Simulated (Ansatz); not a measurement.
AlAs (F-43m) from a database of computed structures, relaxed with r2SCAN: it is cubic, F-43m (No. 216); conventional cell a = 5.678 Å, 22.88 Å³ an atom. Al has 4 As at 2.46 Å; As has 4 Al at 2.46 Å. One-shot G0W0@PBE in Ansatz on a 6×6×6 mesh (contour deformation, no spin-orbit coupling), from a PBE gap of 1.457 eV over the mesh points (the G0W0 gap is indirect on the mesh); the number N of bands summed and the screening cutoff rise together. Calculated for a static, non-magnetic cell.

```csv
N,cutoff (eV),1000/N,G0W0 gap (eV)
145,120,6.897,2.089
348,220,2.874,2.184
```

Question: Lay a straight line in 1000/N through these rows.

Answer: The slope is -0.0236 eV per unit of 1000/N and the intercept 2.252 eV.

Question: Predict the gap at N = 631 (300 eV).

Answer: 2.252 + (-0.0236) × 1.585 = 2.215 eV; the run gives 2.213 eV, -0.002 eV from the line.

Question: With that run's result added, what limit do the last two rows suggest?

Answer: Their slope is (2.213 − 2.184)/(1.585 − 2.874) = -0.0225, which meets 1/N = 0 at 2.25 eV, against 2.252 eV from the first line. The two lines nearly agree; the k mesh isn't extrapolated.

Spin-orbit coupling is left out.
